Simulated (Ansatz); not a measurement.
CO2:

```
O C
1.0
    -1.97473    1.97473    3.01406
     1.97473   -1.97473    3.01406
     1.97473    1.97473   -3.01406
O C
4 2
Cartesian
  1.3223 0.9874 3.7676
  0.6525 0.9874 0.7535
  2.9621 0.6525 -0.7535
  -0.9874 1.3223 2.2605
  0.0000 0.0000 0.0000
  0.0000 1.9747 1.5070
```

The cell comes from a database or a generator and needn't be the stable form of this composition.

Base run:

| Quantity | Value |
| --- | --- |
| Program | Ansatz 0.2.0 |
| Functional | PBE |
| Potentials or basis | Ansatz PAW |
| Cutoff | 420 eV (not typed: the program's choice for these potentials) |
| k mesh | 9 × 9 × 9 |
| Occupations | fermi-dirac, width 0.05 eV |
| Spin | no spin polarisation |

Its results: band gap on the k mesh 7.72 eV, indirect (least direct gap 8.15 eV); pressure -0.4 GPa; largest force 0.016 eV/Å.

Q: The run is repeated on the same cell with these changes: functional from PBE to PBEsol. What comes out?

A: Band gap on the k mesh 7.59 eV, indirect (least direct gap 8.05 eV); pressure -6.6 GPa; largest force 0.214 eV/Å.

PBEsol binds more tightly than PBE, so the same cell stands under less pressure.

Caveats: the PAW data sets come from PBE, with cores solved anew for the run's functional, which leaves a small shift of forces and pressure (some runs).
